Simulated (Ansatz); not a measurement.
# CsPbCl3 (model cell, started as cubic perovskite with Pb in the octahedra): from the cell to its phonons

The cell of CsPbCl3 (model cell, started as cubic perovskite with Pb in the octahedra) is at rest. What are its phonons? After the zone centre comes a 2×2×2 q mesh on a 10×10×10 k mesh.

Program: Ansatz 0.2.0. Level of theory: DFT LDA, scalar-relativistic, plane waves, PAW; PAW set soft_1. Results are calculated unless marked as measured.

## Step 1: The structure

It takes space group Pm-3m (No. 221, cubic). Conventional cell: a = 5.520 Å, b = 5.520 Å, c = 5.520 Å, α = 90.00°, β = 90.00°, γ = 90.00°. Nearest to Cs lie 12 Cl at 3.90 Å. Nearest to Pb lie 6 Cl at 2.76 Å. Nearest to Cl lie 2 Pb at 2.76 Å and 4 Cs at 3.90 Å. Farther neighbours and most contacts between anions are not listed.

## Step 2: Linear response at the zone centre

The cell comes from relaxations at this level that are not shown. The zone centre comes first: it holds the modes that light can see, as far as symmetry allows. The response to a homogeneous field gives the Born charges and the dielectric tensor.

Input file input.yaml:

```yaml
crystal:
  lattice:
    - [5.5203976441, 0.0, 0.0]
    - [0.0, 5.5203976441, 0.0]
    - [0.0, 0.0, 5.5203976441]
  atoms:
    - { symbol: Cs, position: [0.0, 0.0, 0.0] }
    - { symbol: Pb, position: [0.5, 0.5, 0.5] }
    - { symbol: Cl, position: [0.5, 0.5, 0.0] }
    - { symbol: Cl, position: [0.5, 0.0, 0.5] }
    - { symbol: Cl, position: [0.0, 0.5, 0.5] }
kpoints:
  mp_grid: { grid: [10, 10, 10] }
hamiltonian:
  xc: lda
  pseudopotentials: { kind: paw, azcp: { folder: soft_1 }, xc_functional: pbe }
scf:
  occupations: { method: fixed }
output:
  eigenvalues: true
phonons:
  method: dfpt
  dielectric: true
  rigid_motions: translations
```

Launch:

```sh
$ ansatz run input.yaml --threads 4 --pin off --max-ram 16384MiB --backend cpu --events-out ev --progress --plain --runs-dir out
```

Numbers of over 12 decimals in the logs are rounded to 6 here.

The log of the run:

```text
Engine: ansatz 0.2.0, x86_64-unknown-linux-gnu
Pseudopotentials: kind: paw
Pseudopotential: Cs, paw, valence charge 9, recommended cutoff 420 eV (normal), soft_1/Cs.paw.azcp
Pseudopotential: Pb, paw, valence charge 14, recommended cutoff 420 eV (normal), soft_1/Pb.paw.azcp
Pseudopotential: Cl, paw, valence charge 7, recommended cutoff 420 eV (normal), soft_1/Cl.paw.azcp
Functional definition: SPW92
  exchange = slater_x
  correlation = pw_c
Crystal: 5 atoms, lattice volume = 168.233 Å³
Basis set: ecut = 420 eV, 3287 PW (Γ), exchange–correlation on 80×80×80 points (8 copies of the dense FFT grid, shifted against one another)
Bands: 27, of which v1, the nominal top of the filled ones, is band 22 counted from 1 (21 counted from 0)
Symmetry: 48 space group operations
k-points: 312 of 1000 (irreducible under 2 space group operations, time reversal used)
Non-local potential: Cs, projectors of the file, l = 0: 3, l = 1: 2, l = 2: 2, l = 3: 2
Non-local potential: Pb, projectors of the file, l = 0: 2, l = 1: 2, l = 2: 2, l = 3: 1
Non-local potential: Cl, projectors of the file, l = 0: 2, l = 1: 2, l = 2: 1
PAW form: soft (Blöchl's): semilocal exchange-correlation on the pseudo side does not see the compensation charge
PAW frozen core: Cs, regenerated for the run's functional, and the local potential with it (the file was generated under x = pbe(κ = 0.804, μ = 0.219515), c = pbe(β = 0.066725))
PAW frozen core: Pb, regenerated for the run's functional, and the local potential with it (the file was generated under x = pbe(κ = 0.804, μ = 0.219515), c = pbe(β = 0.066725))
PAW frozen core: Cl, regenerated for the run's functional, and the local potential with it (the file was generated under x = pbe(κ = 0.804, μ = 0.219515), c = pbe(β = 0.066725))
PAW one-centre angular grid: Cs, 194 points (default); XC on 64 Gauss nodes
PAW one-centre angular grid: Pb, 590 points (default); XC on 64 Gauss nodes
PAW one-centre angular grid: Cl, 110 points (default); XC on 64 Gauss nodes
Initial density: superposition of atomic densities (chi_scale 0.1, normalization cell, long waves kept (reshape's long-wave potential 0.00 eV rms))
Initial wavefunctions: pseudopotential atomic-orbital guess
Functional: x = slater, c = lda
SCF iter   1: F=—  HF=-20249.820561 eV  |F-HF|=—  |Δ(HF+E_count)|=         —  Δρ=2.44e-2  dr2=2.26e0  ethr=3.10e-3  ⟨swp⟩=5.0  Hψ=35680  notcnv=0  defer=506
preconditioner: auto → Resta (q_TF=auto, 2.182 Å⁻¹)  ε∞=3.1  [insulator: Δε(μ)=1.202 eV  Ē_g=12.676 eV  n_scr=26 (ndim 8)  ℏωp=18.6 eV  f_vac=0.010  ε∞_Penn≈3.1]
SCF iter   2: F=—  HF=-20249.035954 eV  |F-HF|=—  |Δ(HF+E_count)|=   7.85e-1  Δρ=1.08e-2  dr2=6.54e-1  ethr=3.10e-3  ⟨swp⟩=3.4  Hψ=18574  notcnv=0  defer=659
SCF iter   3: F=—  HF=-20248.704516 eV  |F-HF|=—  |Δ(HF+E_count)|=   3.31e-1  Δρ=3.25e-3  dr2=5.75e-2  ethr=1.49e-3  ⟨swp⟩=3.5  Hψ=17993  notcnv=0  defer=877
SCF iter   4: F=—  HF=-20248.676930 eV  |F-HF|=—  |Δ(HF+E_count)|=   2.76e-2  Δρ=1.13e-3  dr2=3.30e-3  ethr=1.31e-4  ⟨swp⟩=3.7  Hψ=15911  notcnv=0  defer=880
SCF iter   5: F=—  HF=-20248.676559 eV  |F-HF|=—  |Δ(HF+E_count)|=   3.71e-4  Δρ=1.80e-4  dr2=6.01e-5  ethr=7.51e-6  ⟨swp⟩=3.0  Hψ=13263  notcnv=0  defer=930
SCF iter   6: F=—  HF=-20248.676597 eV  |F-HF|=—  |Δ(HF+E_count)|=   3.85e-5  Δρ=2.10e-5  dr2=6.73e-7  ethr=1.37e-7  ⟨swp⟩=2.0  Hψ=12284  notcnv=0  defer=926
SCF iter   7: F=—  HF=-20248.676598 eV  |F-HF|=—  |Δ(HF+E_count)|=   9.83e-7  Δρ=4.50e-6  dr2=2.29e-8  ethr=1.53e-9  ⟨swp⟩=2.2  Hψ=15013  notcnv=0  defer=848
SCF iter   8: F=—  HF=-20248.676598 eV  |F-HF|=—  |Δ(HF+E_count)|=   1.53e-9  Δρ=1.08e-6  dr2=1.68e-9  ethr=5.21e-11  ⟨swp⟩=2.0  Hψ=14499  notcnv=0  defer=848
SCF iter   9: F=-20248.676598 eV  HF=-20248.676598 eV  |F-HF|=1.24e-10  |Δ(HF+E_count)|=  5.31e-10  Δρ=1.99e-7  dr2=9.62e-11  ethr=1.00e-12  ⟨swp⟩=15.5  Hψ=73557  notcnv=0
SCF 1 converged in 9 iterations: F = -20248.676598 eV  dr2 = 9.62e-11
  greatest PAW one-centre occupation: 0.983 electrons in one spin orbital (limit 2), on the Pb atom at site 1 (counted from 0), in its partial waves of l = 2
DFPT response loops at Γ: preconditioner auto → Resta (q_TF=auto, 2.182 Å⁻¹)  ε∞=6.2 (no band partly filled); β = 1.00, the filter's whole step (`scf.mixing.beta` (0.50) is not read by the response loops at its default; to damp them type it under 1.00, their step now; it binds the ground state too); Broyden in place of MSR1
── the response to a field inside a basis, on 12×12×12 k-points: an SCF that follows is theirs, and a resumed run solves both again ──
Bands: 23, of which v1, the nominal top of the filled ones, is band 22 counted from 1 (21 counted from 0)
k-points: 56 of 1728
Initial density: handed on by an earlier stage of this run
Initial wavefunctions: pseudopotential atomic-orbital guess (no wavefunctions were taken with the density)
Eigensolver: Dense (56 Hₖ)
SCF iter   1: F=—  HF=-20248.666540 eV  |F-HF|=—  |Δ(HF+E_count)|=         —  Δρ=9.85e-5  dr2=2.92e-6  ethr=1.00e-1
preconditioner: auto → Resta (q_TF=auto, 2.182 Å⁻¹)  ε∞=3.4  [insulator: Δε(μ)=1.786 eV  Ē_g=11.895 eV  n_scr=26 (ndim 8)  ℏωp=18.6 eV  f_vac=0.044  ε∞_Penn≈3.4]
SCF iter   2: F=—  HF=-20248.666540 eV  |F-HF|=—  |Δ(HF+E_count)|=   2.48e-7  Δρ=5.00e-5  dr2=7.56e-7  ethr=6.64e-9
SCF iter   3: F=-20248.666540 eV  HF=-20248.666540 eV  |F-HF|=1.39e-9  |Δ(HF+E_count)|=   1.76e-7  Δρ=4.98e-6  dr2=1.33e-8  ethr=1.72e-9
SCF 1 converged in 3 iterations: F = -20248.666540 eV  dr2 = 1.33e-8
DFPT response loops at Γ: preconditioner auto → Resta (q_TF=auto, 2.182 Å⁻¹)  ε∞=5.8 (no band partly filled); β = 1.00, the filter's whole step (`scf.mixing.beta` (0.50) is not read by the response loops at its default; to damp them type it under 1.00, their step now; it binds the ground state too); Broyden in place of MSR1
SCF converged after 9 iterations
Free energy (F): -20248.676598 eV
Harris-Foulkes:  -20248.676598 eV  (|F-HF|=1.24e-10)
Internal energy: -20248.676598 eV  (E = F + TS)
E sigma→0 (E₀):  -20248.676598 eV
Fermi energy:    4.514445 eV
--- Per-component energies (eV) ---
  E_band       = -226.626374
  E_kinetic    = 895.019894
  E_local      = -2560.422747  (includes V_loc(G=0)·N_el)
  E_nonlocal   = 433.288660
  E_hartree    = 960.115649
  E_xc         = -702.999841
  E_vxc        = -626.787110  (∫ρ·V_xc dr)
  E_paw        = -16857.766117  (= ΣΔE_a)
  E_vpaw       = -287.956888  (= ΣTr[D̂ρ^β])
  E_aug_tail   = 0.000325  (compensation charges beyond the density's cutoff)
  E_ewald      = -2416.676833
  E_core_change = 0.764411  (= ΣΔE_core)
  E_smearing   = -0.000000  (= −TS)
  E_closure    = 0.000000  (closes the sum)
  Σ components = -20248.676598   (vs F -20248.676598, Δ=0.00e0)
--- Band table (eV; the first three rows and the last of 312) ---
  k-point 0: bands = [... 18 lower, 1.5588, 1.6961, 1.6961, 1.6961, 7.2688, 8.2230, 8.2230, 9.2104, ... 1 higher]
  k-point 1: bands = [... 18 lower, 1.5479, 1.6837, 1.6837, 1.6928, 7.3772, 8.2979, 8.3036, 9.2468, ... 1 higher]
  k-point 2: bands = [... 18 lower, 1.5200, 1.6505, 1.6505, 1.7304, 7.6719, 8.5157, 8.5271, 9.3532, ... 1 higher]
  k-point 311: bands = [... 18 lower, 2.0438, 2.0438, 2.0438, 4.5144, 6.0530, 6.0530, 6.0530, 9.0629, ... 1 higher]
--- Phonons (Γ-DFPT): 4 representative perturbations + reference, on 312 of 1000 k-points (Σ response iterations 13) ---
  k mesh reduced under 2 symmetry operations, with k and −k counted as one. Each operation leaves every solved perturbation unchanged. A smaller set is not considered because the run solves the response to a homogeneous field
  ASR residual: 1.539e-4 → 0.000e0 eV/Å²; symmetrization residual: 3.103e-5 eV/Å²
  ASR residual per site (eV/Å²): 8.60e-5 1.38e-5 1.54e-4 1.54e-4 1.54e-4
  Γ frequencies (cm⁻¹): -27.65 -27.65 -27.65 -18.72 -18.72 -18.72 0.00 0.00 0.00 44.08 44.08 44.08 163.53 163.53 163.53
  ε∞ (high-frequency dielectric tensor):
        4.373590     0.000000     0.000000
        0.000000     4.373590     0.000000
        0.000000     0.000000     4.373590
  softest optical mode at Γ: -27.65 cm⁻¹; the repairs (sum rule, projections) moved no ω² at Γ by more than (2.18 cm⁻¹)²
  Born effective charges Z* (e; rows j = field, columns β = displacement):
    site 0:
         1.32543    0.00000   -0.00000
         0.00000    1.32543    0.00000
        -0.00000   -0.00000    1.32543
    site 1:
         4.01891    0.00000   -0.00000
        -0.00000    4.01891    0.00000
        -0.00000   -0.00000    4.01891
    site 2:
        -0.70965   -0.00000    0.00000
         0.00000   -0.70965    0.00000
        -0.00000   -0.00000   -3.92504
    site 3:
        -0.70965   -0.00000   -0.00000
         0.00000   -3.92504    0.00000
        -0.00000   -0.00000   -0.70965
    site 4:
        -3.92504    0.00000   -0.00000
         0.00000   -0.70965   -0.00000
         0.00000    0.00000   -0.70965
  Z* charge neutrality: 1.776e-3 e pre-enforcement
  solved inside a basis spanned on kpoints, on 12×12×12 k-points, its susceptibility summed on 14×14×14: ε∞ is read to err by 1.5e-2, Z* by 2.4e-2 e (field_mesh: kpoints solves on kpoints); Z* is corrected for what the basis lacks
  optical modes at Γ without the LO–TO term, one row a degenerate level:
      ω (cm⁻¹)  modes    IR ((D/Å)²/amu)
        -27.65      3             2.7310
        -18.72      3             0.0000
         44.08      3             0.2985
        163.53      3            35.3254
  optical modes at Γ + LO–TO along q̂ = [1.0000, 0.0000, 0.0000]:
      ω (cm⁻¹)  modes    IR ((D/Å)²/amu)
        -27.65      2             1.8207
        -18.72      3             0.0000
         17.47      1             0.1401
         44.08      2             0.1990
         46.24      1             0.0434
        163.53      2            23.5503
        250.08      1            12.6015
  optical modes at Γ + LO–TO along q̂ = [0.0000, 1.0000, 0.0000]:
      ω (cm⁻¹)  modes    IR ((D/Å)²/amu)
        -27.65      2             1.8207
        -18.72      3             0.0000
         17.47      1             0.1401
         44.08      2             0.1990
         46.24      1             0.0434
        163.53      2            23.5503
        250.08      1            12.6015
  optical modes at Γ + LO–TO along q̂ = [0.0000, 0.0000, 1.0000]:
      ω (cm⁻¹)  modes    IR ((D/Å)²/amu)
        -27.65      2             1.8207
        -18.72      3             0.0000
         17.47      1             0.1401
         44.08      2             0.1990
         46.24      1             0.0434
        163.53      2            23.5503
        250.08      1            12.6015
```

Elapsed: 3.9 min, on 4 threads of Intel Xeon Platinum 8259CL at 2.50GHz (Skylake/Cascade Lake), shared host; peak memory 5.5 GiB; 15 min of CPU time.

Numbers from this step:

```yaml
gap_on_the_k_mesh: 1.539 eV
volume_per_atom: 33.65 Å³
sum_rule_residual_before_enforcement: 1.54e-4 eV/Å²
miss_of_the_charge_sum_rule: 0.001776 e
estimated_error_of_the_dielectric_tensor: 0.01456
estimated_error_of_the_born_charges: 0.02419 e
point_group: m-3m
highest_optical_mode_at_the_zone_centre_no_lo_to_term: 163.5 cm⁻¹
lowest_optical_zone_centre_mode: -27.65 cm⁻¹
mean_high_frequency_dielectric_constant: 4.374
largest_born_charge_third_of_the_trace: 4.019 e
top_of_the_zone_centre_spectrum_with_the_field: 250.1 cm⁻¹
```

Without the LO-TO term. Patterns of degenerate modes are one choice out of their space. The modes at Γ (shares of kinetic energy by element, %) (negative means imaginary):

| mode | frequency (cm⁻¹) | symmetry | Cs % | Pb % | Cl % |
| --- | --- | --- | --- | --- | --- |
| 1 | -27.6 | T1u | 49 | 2 | 50 |
| 2 | -27.6 | T1u | 49 | 2 | 50 |
| 3 | -27.6 | T1u | 49 | 2 | 50 |
| 4 | -18.7 | T2u | 0 | 0 | 100 |
| 5 | -18.7 | T2u | 0 | 0 | 100 |
| 6 | -18.7 | T2u | 0 | 0 | 100 |
| 7 | 0.0 | acoustic | 30 | 46 | 24 |
| 8 | 0.0 | acoustic | 30 | 46 | 24 |
| 9 | 0.0 | acoustic | 30 | 46 | 24 |
| 10 | 44.1 | T1u | 22 | 38 | 40 |
| 11 | 44.1 | T1u | 22 | 38 | 40 |
| 12 | 44.1 | T1u | 22 | 38 | 40 |
| 13 | 163.5 | T1u | 0 | 14 | 86 |
| 14 | 163.5 | T1u | 0 | 14 | 86 |
| 15 | 163.5 | T1u | 0 | 14 | 86 |

Displacements in mode 1 (-27.6 cm⁻¹), the largest set to 1:
```
Cs1 -0.02  0.72  0.23
Pb2  0.00 -0.10 -0.03
Cl3  0.02 -1.00 -0.03
Cl4  0.02 -0.10 -0.31
Cl5  0.00 -1.00 -0.31
```

Displacements in mode 12 (44.1 cm⁻¹), the largest set to 1:
```
Cs1 -0.04  0.13 -0.58
Pb2  0.05 -0.14  0.62
Cl3 -0.08  0.23  0.56
Cl4 -0.08 -0.13 -1.00
Cl5  0.04  0.23 -1.00
```

Optical modes at the zone centre, without and with the macroscopic field of the longitudinal modes; each column is sorted by frequency, so a row need not hold one and the same mode. Modes with and without the field, by row:

| rank among optical modes | no field (cm⁻¹) | q along (1, 0, 0) (cm⁻¹) |
| --- | --- | --- |
| 1 | -27.6 | -27.6 |
| 2 | -27.6 | -27.6 |
| 3 | -27.6 | -18.7 |
| 4 | -18.7 | -18.7 |
| 5 | -18.7 | -18.7 |
| 6 | -18.7 | 17.5 |
| 7 | 44.1 | 44.1 |
| 8 | 44.1 | 44.1 |
| 9 | 44.1 | 46.2 |
| 10 | 163.5 | 163.5 |
| 11 | 163.5 | 163.5 |
| 12 | 163.5 | 250.1 |

Born charge (rows field, columns displacement) (e), principal values of the symmetric part by kind of site:

| atom | atoms with these values | low | middle | high | mean |
| --- | --- | --- | --- | --- | --- |
| Cs1 | 1 | 1.33 | 1.33 | 1.33 | 1.33 |
| Pb2 | 1 | 4.02 | 4.02 | 4.02 | 4.02 |
| Cl3 | 3 | -3.92 | -0.71 | -0.71 | -1.78 |

In full for Cl3:

```
-0.71  0.00  0.00
 0.00 -0.71  0.00
 0.00  0.00 -3.92
```

High-frequency dielectric tensor:

```
4.37 0.00 0.00
0.00 4.37 0.00
0.00 0.00 4.37
```

Transverse modes; imaginary modes are left out. Lines of the infrared spectrum (strongest = 100):

| position (cm⁻¹) | label | relative intensity |
| --- | --- | --- |
| 44 | T1u | 0.8 |
| 164 | T1u | 100 |

Before it was imposed, the acoustic sum rule was missed by 1.5e-4 eV/Å² and the charge sum rule by 0.0018 e. Small misses are needed for a sound result but don't prove that mesh and cutoff are converged. The lowest optical mode is imaginary, 27.6i cm⁻¹, so the energy falls along it.

(Part 1 of 2 ends here.)

[Logs are printed without paths, hosts, clocks, repeated set-up lines and the standing remarks that a program may print on its own settings, such as how far it seeks lower states.]

[Hosts, paths, dates, database ids (printed as entryN), source tags and the programs' standing remarks are cut or masked in the printed files.]
